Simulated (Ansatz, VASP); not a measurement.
**One calculation of ScAl, two programs**

```
Sc Al
1.0
     3.37035    0.00000    0.00000
     0.00000    3.37035    0.00000
     0.00000    0.00000    3.37035
Sc Al
1 1
Direct
  0.50000 0.50000 0.50000
  0.00000 0.00000 0.00000
```

The cell comes from a database or a generator and needn't be the stable form of this composition.

Alike in both runs: task single point; functional LDA; k mesh 14 × 14 × 14; occupations fermi-dirac, width 0.02 eV; no spin polarisation.

```csv
,VASP,Ansatz
version,VASP 6.6.1,Ansatz 0.2.0
potentials or method,"VASP PAW LDA potentials, release 64 (Sc_sv, Al)","scalar-relativistic, plane waves, PAW"
plane-wave cutoff (eV),520,420
valence electrons in the cell,14,14
```

```csv
,VASP,Ansatz,Ansatz less VASP
gap on the k mesh at the Fermi level (eV),none,none,-
pressure (GPa),-4.3,-4.4,-0.16
```

A gap of «none» marks a metal or a gap that the smearing closes.
